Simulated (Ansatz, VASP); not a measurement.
## Two plane-wave programs on Si

The input INCAR:

```
PREC = Accurate
ENCUT = 520
EDIFF = 1E-6
ISMEAR = 0
SIGMA = 0.02
LREAL = F
LASPH = T
NELM = 100
ALGO = Normal
ISIF = 2
LWAVE = F
LCHARG = F
GGA = PS
NBANDS = 11
```

KPOINTS

```
regular mesh
0
Gamma
  12 12 12
```

File POSCAR:

```
Si
1.0
    0.0000000000      2.7168250424      2.7168250424
    2.7168250424      0.0000000000      2.7168250424
    2.7168250424      2.7168250424      0.0000000000
Si
2
Direct
    0.0000000000      0.0000000000      0.0000000000
    0.2500000000      0.2500000000      0.2500000000
```

Input for Ansatz:

```yaml
crystal:
  lattice:
    - [0.0, 2.7168250424, 2.7168250424]
    - [2.7168250424, 0.0, 2.7168250424]
    - [2.7168250424, 2.7168250424, 0.0]
  atoms:
    - { symbol: Si, position: [0.0, 0.0, 0.0] }
    - { symbol: Si, position: [0.25, 0.25, 0.25] }
basis:
  ecutwfc: 420
kpoints:
  mp_grid: { grid: [12, 12, 12] }
  band_path:
    path:
      - [[0.0, 0.0, 0.0], [0.5, 0.0, 0.5], [0.625, 0.25, 0.625]]
      - [[0.375, 0.375, 0.75], [0.0, 0.0, 0.0], [0.5, 0.5, 0.5], [0.5, 0.25, 0.75], [0.5, 0.0, 0.5]]
    npoints: 10
hamiltonian:
  xc: pbesol
scf:
  occupations: { method: gaussian, width: 0.02 }
  n_extra_bands: 7
output:
  forces: true
  stress: true
  eigenvalues: true
```

Alike in both runs: task single point; functional PBEsol; k mesh 12 × 12 × 12; occupations gaussian, width 0.02 eV; no spin polarisation.

|  | VASP | Ansatz |
| --- | --- | --- |
| version | VASP 6.6.1 | Ansatz 0.2.0 |
| potentials or method | VASP PAW PBE potentials, release 64 (Si) | scalar-relativistic, plane waves, PAW |
| plane-wave cutoff (eV) | 520 | 420 |
| valence electrons in the cell | 8 | 8 |

|  | VASP | Ansatz | Ansatz less VASP |
| --- | --- | --- | --- |
| gap on the k mesh at the Fermi level (eV) | 0.46 | 0.46 | +0.005 |
| least direct gap on the mesh (eV) | 2.52 | 2.52 | +0.003 |
| pressure (GPa) | 0.1 | 0.0 | -0.11 |

Caveats: the PAW data sets were made with another functional, which shifts forces and pressure a little (VASP). PBEsol gaps usually lie below the measured ones, often by a third to a half. A k mesh can miss the band edges.
